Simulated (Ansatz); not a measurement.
# TaS2: the cost of one run

Computed with Ansatz 0.2.0 (DFT r²SCAN+U (U_eff = 3 eV on Ta d), plane waves, PAW, no spin–orbit coupling unless a run says so, unless a step's input says otherwise).

## (1) The starting structure

Symmetry: P-3m1, No. 164, trigonal system. Conventional cell: a = 3.350 Å, b = 3.350 Å, c = 5.860 Å, α = 90.00°, β = 90.00°, γ = 120.00°. Ta (site symmetry -3m) has 6 S at 2.43 Å as nearest neighbours. S (site symmetry 3m) is surrounded by 3 Ta at 2.43 Å.

Coordinates:

```xyz
3
Lattice="3.3500 0.0000 0.0000 -1.6750 2.9012 0.0000 0.0000 0.0000 5.8600" Properties=species:S:1:pos:R:3 pbc="T T T"
Ta    0.0000    0.0000    0.0000
S     0.0000    1.9341    1.4650
S     1.6750    0.9671    4.3950
```

Magnetic order typed: ferromagnetic.

## (2) From atoms, symmetry kept, no search

input.yaml reads:

```yaml
crystal:
  lattice:
    - [3.3500014, 0.0, 0.0]
    - [-1.6750007, 2.90118631, 0.0]
    - [0.0, 0.0, 5.85999874]
  atoms:
    - { symbol: Ta, position: [0.0, 0.0, 0.0], spin: 1.0 }
    - { symbol: S, position: [0.3333333333, 0.6666666667, 0.25] }
    - { symbol: S, position: [0.6666666667, 0.3333333333, 0.75] }
basis:
  ecutwfc: 500
  ecutrho_ratio: 4
kpoints:
  mp_grid: { grid: [7, 7, 3] }
hamiltonian:
  xc: r2scan
  hubbard: { sites: [{ site: 0, l: d, u_eff: 3.0 }] }
scf:
  occupations: { method: gaussian, width: 0.05 }
  lower_state_search: "off"
  max_iter: 150
output:
  forces: true
  stress: true
  eigenvalues: true
  populations: true
  hubbard: { sites: [{ site: 0, l: d }] }
magnetization:
  spin_polarized: true
```

The run is started by

```console
ansatz run input.yaml --threads 4 --pin off --max-ram 6144MiB --backend cpu --events-out ev --progress --plain --runs-dir out
```

What time and memory should one allow on 4 threads of Arm Neoverse V2, shared host?

About 5.3 s, with a peak of 0.5 GiB.
